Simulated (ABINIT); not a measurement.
# HfC (Fm-3m) in ABINIT: further runs, part 2 of 2

ABINIT 10.8.3 (patched build).

## Step 3: Single point, PBEsol

File run.abi:

```
# Pseudopotentials
pp_dirpath "./"
pseudos "Hf.upf, C.upf"

# Structure
acell 3*1.0 Angstrom
rprim
     0.0000000000     2.3250000000     2.3250000000
     2.3250000000     0.0000000000     2.3250000000
     2.3250000000     2.3250000000     0.0000000000
ntypat 2
znucl 72 6
natom 2
typat 1 2
xcart
     4.3936132398     4.3936132398     4.3936132398
     0.0000000000     0.0000000000     0.0000000000

# Plane-wave basis
ecut 37.0

# k points
kptopt 1
ngkpt 8 8 8
nshiftk 1
shiftk 0.0 0.0 0.0

# Exchange and correlation
ixc -116133

# Bands and occupations
nband 12
occopt 3
tsmear 0.00183747

# SCF cycle
nstep 100
tolvrs 1.0e-10

# Output
iomode 3
prtwf 0
prtden 0
prteig 0
prtebands 0
```

Potentials or basis: PseudoDojo NC SR PBEsol v0.4.1 standard.

On the command line:

```sh
abinit run.abi > log 2>&1
```

run.abo:

```text
.Version 10.8.3 of ABINIT
 Symmetries : space group Fm -3 m (#225); Bravais cF (face-center cubic)
================================================================================
 Values of the parameters that define the memory need of the present run
     intxc =       0    ionmov =       0      iscf =       7    lmnmax =       8
     lnmax =       8     mgfft =      36  mpssoang =       4    mqgrid =    3001
     natom =       2  nloc_mem =       1    nspden =       1   nspinor =       1
    nsppol =       1      nsym =      48    n1xccc =    2501    ntypat =       2
    occopt =       3   xclevel =       2
       mpw =        1847          nfft =       46656          nkpt =          29
================================================================================
================================================================================

--------------------------------------------------------------------------------
------------- Echo of variables that govern the present computation ------------
--------------------------------------------------------------------------------
 -outvars: echo values of preprocessed input variables --------
            acell      1.8897261259E+00  1.8897261259E+00  1.8897261259E+00 Bohr
              amu      1.78490000E+02  1.20110000E+01
             ecut      3.70000000E+01 Hartree
              ixc     -116133
         kptrlatt        8    0    0      0    8    0      0    0    8
          kptrlen      4.97080595E+01
            natom           2
            nband          12
            ngfft          36      36      36
             nkpt          29
            nstep         100
             nsym          48
           ntypat           2
           occopt           3
           prtden           0
        prtebands           0
           prteig           0
            prtwf           0
            rprim      0.0000000000E+00  2.3250000000E+00  2.3250000000E+00
                       2.3250000000E+00  0.0000000000E+00  2.3250000000E+00
                       2.3250000000E+00  2.3250000000E+00  0.0000000000E+00
          spgroup         225
           tolvrs      1.00000000E-10
           tsmear      1.83747000E-03 Hartree
            typat      1  2
           xangst      2.3249999984E+00  2.3249999984E+00  2.3249999984E+00
                      -1.5534495419E-09 -1.5534495419E-09 -1.5534495419E-09
            xcart      4.3936132398E+00  4.3936132398E+00  4.3936132398E+00
                      -2.9355941846E-09 -2.9355941846E-09 -2.9355941846E-09
             xred      4.9999999967E-01  4.9999999967E-01  4.9999999967E-01
                      -3.3407517031E-10 -3.3407517031E-10 -3.3407517031E-10
            znucl       72.00000    6.00000

================================================================================

 chkinp: Checking input parameters for consistency.

================================================================================
== DATASET  1 ==================================================================

--- !DatasetInfo
iteration_state: {dtset: 1, }
dimensions: {natom: 2, nkpt: 29, mband: 12, nsppol: 1, nspinor: 1, nspden: 1, mpw: 1847, }
cutoff_energies: {ecut:  37.0, pawecutdg:  -1.0, }
electrons: {nelect:   1.60000000E+01, charge:   0.00000000E+00, occopt:   3.00000000E+00, tsmear:   1.83747000E-03, }
meta: {optdriver: 0, ionmov: 0, optcell: 0, iscf: 7, paral_kgb: 0, }
...

 Real(R)+Recip(G) space primitive vectors, cartesian coordinates (Bohr,Bohr^-1):
 R(1)=  0.0000000  4.3936132  4.3936132  G(1)= -0.1138016  0.1138016  0.1138016
 R(2)=  4.3936132  0.0000000  4.3936132  G(2)=  0.1138016 -0.1138016  0.1138016
 R(3)=  4.3936132  4.3936132  0.0000000  G(3)=  0.1138016  0.1138016 -0.1138016
 Unit cell volume ucvol=  1.6962719E+02 bohr^3
 Angles (23,13,12)=  6.00000000E+01  6.00000000E+01  6.00000000E+01 degrees

 getcut: wavevector=  0.0000  0.0000  0.0000  ngfft=  36  36  36
         ecut(hartree)=     37.000   => boxcut(ratio)=   2.11592

[... 45 lines left out ...]
- [  4.3936132,   4.3936132,   0.0000000, ]
lattice_lengths: [   6.21351,    6.21351,    6.21351, ]
lattice_angles: [ 60.000,  60.000,  60.000, ] # degrees, (23, 13, 12)
lattice_volume:   1.6962719E+02
convergence: {deltae: -9.734E-13, res2:  3.885E-12, residm:  1.914E-05, diffor: null, }
etotal    :  -6.24601365E+01
entropy   :   0.00000000E+00
fermie    :   4.03591787E-01
cartesian_stress_tensor: # hartree/bohr^3
- [  2.18517817E-04,   0.00000000E+00,   0.00000000E+00, ]
- [  0.00000000E+00,   2.18517817E-04,   0.00000000E+00, ]
- [  0.00000000E+00,   0.00000000E+00,   2.18517817E-04, ]
pressure_GPa:  -6.4290E+00
xred      :
- [  5.0000E-01,   5.0000E-01,   5.0000E-01, Hf]
- [ -3.3408E-10,  -3.3408E-10,  -3.3408E-10,  C]
cartesian_forces: # hartree/bohr
- [ -0.00000000E+00,  -0.00000000E+00,  -0.00000000E+00, ]
- [ -0.00000000E+00,  -0.00000000E+00,  -0.00000000E+00, ]
force_length_stats: {min:   0.00000000E+00, max:   0.00000000E+00, mean:   0.00000000E+00, }
...

 Integrated electronic density in atomic spheres:
 ------------------------------------------------
 Atom  Sphere_radius  Integrated_density
    1        2.00000          8.42731903
    2        2.00000          3.85988767
================================================================================

 ----iterations are completed or convergence reached----

 Mean square residual over all n,k,spin=   13.317E-08; max=  19.136E-06
 reduced coordinates (array xred) for    2 atoms
       0.499999999666      0.499999999666      0.499999999666
      -0.000000000334     -0.000000000334     -0.000000000334
 rms dE/dt=  0.0000E+00; max dE/dt=  0.0000E+00; dE/dt below (all hartree)
    1       0.000000000000      0.000000000000      0.000000000000
    2       0.000000000000      0.000000000000      0.000000000000

 cartesian coordinates (angstrom) at end:
    1      2.32499999844655     2.32499999844655     2.32499999844655
    2     -0.00000000155345    -0.00000000155345    -0.00000000155345

 cartesian forces (hartree/bohr) at end:
    1     -0.00000000000000    -0.00000000000000    -0.00000000000000
    2     -0.00000000000000    -0.00000000000000    -0.00000000000000
 frms,max,avg= 0.0000000E+00 0.0000000E+00   0.000E+00  0.000E+00  0.000E+00 h/b

 cartesian forces (eV/Angstrom) at end:
    1     -0.00000000000000    -0.00000000000000    -0.00000000000000
    2     -0.00000000000000    -0.00000000000000    -0.00000000000000
 frms,max,avg= 0.0000000E+00 0.0000000E+00   0.000E+00  0.000E+00  0.000E+00 e/A
 length scales=  1.889726125908  1.889726125908  1.889726125908 bohr
              =  1.000000000000  1.000000000000  1.000000000000 angstroms
 Fermi (or HOMO) energy (hartree) =   0.40359   Average Vxc (hartree)=  -0.47340
 Eigenvalues (hartree) for nkpt=  29  k points:
 kpt#   1, nband= 12, wtk=  0.00195, kpt=  0.0000  0.0000  0.0000 (reduced coord)
  -1.83705   -0.67743   -0.67743   -0.67743   -0.04588    0.44430    0.44430    0.44430
   0.45561    0.45561    0.45561    0.52967
      occupation numbers for kpt#   1
   2.00000    2.00000    2.00000    2.00000    2.00000    0.00000    0.00000    0.00000
   0.00000    0.00000    0.00000    0.00000
 prteigrs : prtvol=0 or 1, do not print more k-points.

--- !EnergyTerms
iteration_state     : {dtset: 1, }
comment             : Components of total free energy in Hartree
kinetic             :  1.84852154212626E+01
hartree             :  6.56373170227595E+00
xc                  : -1.63049771167344E+01
Ewald energy        : -4.76937911062967E+01
psp_core            :  2.48449790740043E+00
local_psp           : -2.84182309215116E+01
non_local_psp       :  2.42351220204596E+00
internal            : -6.24600419115577E+01
'-kT*entropy'       : -9.45793413983288E-05
total_energy        : -6.24601364908991E+01
total_energy_eV     : -1.69962689903055E+03
band_energy         : -5.87649488368006E+00
...

 Cartesian components of stress tensor (hartree/bohr^3)
  sigma(1 1)=  2.18517817E-04  sigma(3 2)=  0.00000000E+00
  sigma(2 2)=  2.18517817E-04  sigma(3 1)=  0.00000000E+00
  sigma(3 3)=  2.18517817E-04  sigma(2 1)=  0.00000000E+00

-Cartesian components of stress tensor (GPa)         [Pressure= -6.4290E+00 GPa]
- sigma(1 1)=  6.42901614E+00  sigma(3 2)=  0.00000000E+00
- sigma(2 2)=  6.42901614E+00  sigma(3 1)=  0.00000000E+00
- sigma(3 3)=  6.42901614E+00  sigma(2 1)=  0.00000000E+00

== END DATASET(S) ==============================================================
================================================================================

 -outvars: echo values of variables after computation  --------
            acell      1.8897261259E+00  1.8897261259E+00  1.8897261259E+00 Bohr
           etotal     -6.2460136491E+01
            fcart     -0.0000000000E+00 -0.0000000000E+00 -0.0000000000E+00
                      -0.0000000000E+00 -0.0000000000E+00 -0.0000000000E+00
            rprim      0.0000000000E+00  2.3250000000E+00  2.3250000000E+00
                       2.3250000000E+00  0.0000000000E+00  2.3250000000E+00
                       2.3250000000E+00  2.3250000000E+00  0.0000000000E+00
           strten      2.1851781719E-04  2.1851781719E-04  2.1851781719E-04
                       0.0000000000E+00  0.0000000000E+00  0.0000000000E+00
           xangst      2.3249999984E+00  2.3249999984E+00  2.3249999984E+00
                      -1.5534495419E-09 -1.5534495419E-09 -1.5534495419E-09
             xred      4.9999999967E-01  4.9999999967E-01  4.9999999967E-01
                      -3.3407517031E-10 -3.3407517031E-10 -3.3407517031E-10
 Calculation completed.
```

Wall time 19 s (1 thread of Intel Xeon Platinum 8488C (Sapphire Rapids), shared host); peak memory 0.07 GiB.

Results:

```
Free energy                                           : -1699.6269 eV
Pressure                                              : -6.4 GPa
Band gap on the k mesh                                : none (metal or under the smearing width)
Valence electrons inside the program's atomic spheres : Hf 8.43; C 3.86
```

## Step 4: Single point, LDA

File run.abi:

```
# Pseudopotentials
pp_dirpath "./"
pseudos "Hf.LDA_PW-JTH.xml, C.LDA_PW-JTH.xml"

# Structure
acell 3*1.0
rprim
     0.0000000000     4.3936132398     4.3936132398
     4.3936132398     0.0000000000     4.3936132398
     4.3936132398     4.3936132398     0.0000000000
ntypat 2
znucl 72 6
natom 2
typat 1 2
xred
     0.5000000000     0.5000000000     0.5000000000
     0.0000000000     0.0000000000     0.0000000000

# Plane-wave basis
ecut 14.0
pawecutdg 28.0

# k points
kptopt 1
ngkpt 8 8 8
nshiftk 1
shiftk 0.0 0.0 0.0

# Exchange and correlation
ixc 7

# Bands and occupations
nband 12
occopt 3
tsmear 0.05 eV

# SCF cycle
nstep 100
tolvrs 1.0e-9

# Output
iomode 3
prtwf 0
prtden 0
prteig 0
prtebands 0
enunit 2
```

Potentials or basis: JTH PAW LDA v2.0.

On the command line:

```sh
abinit run.abi > log 2>&1
```

Wall time 6.4 s (1 thread of Arm Neoverse V1, shared host); peak memory 0.07 GiB.

Results (log left out):

| Item | Value |
| --- | --- |
| Free energy | -1526.9909 eV |
| Band gap on the k mesh | none (metal or under the smearing width) |
| Valence electrons inside the program's atomic spheres | Hf 9.63; C 2.37 |

Levels at points of the mesh, in eV from the Fermi level:
| k point | band 4 | band 5 | band 6 | band 7 | band 8 | band 9 | band 10 | band 11 | band 12 |
| --- | --- | --- | --- | --- | --- | --- | --- | --- | --- |
| (0.00, 0.00, 0.00) | -29.43 | -12.10 | 1.10 | 1.10 | 1.10 | 1.38 | 1.38 | 1.38 | 3.40 |
| (0.50, 0.00, 0.00) | -29.50 | -8.28 | -6.08 | -2.92 | -2.92 | 5.29 | 5.29 | 5.76 | 6.70 |
| (0.50, 0.50, 0.00) | -29.67 | -10.18 | -2.47 | -1.76 | 0.00 | 0.00 | 5.32 | 6.71 | 6.71 |

Caveat: the cutoff is too short for stress, so the log's stress isn't used.

## Step 5: Summary

```csv
level,potentials or basis,cutoff (eV),fine-grid cutoff,gap on the mesh (eV)
LDA,PseudoDojo NC SR LDA v0.4.1 standard,844,-,none
PBEsol,PseudoDojo NC SR PBEsol v0.4.1 standard,1007,-,none
LDA,JTH PAW LDA v2.0,381,761.919 eV,none
```

Alike in all rows: task single point; no spin polarisation; cell as given; k mesh 8 × 8 × 8; smearing fermi-dirac 0.05 eV.

Absolute energies hang on the potentials; compare differences alone.
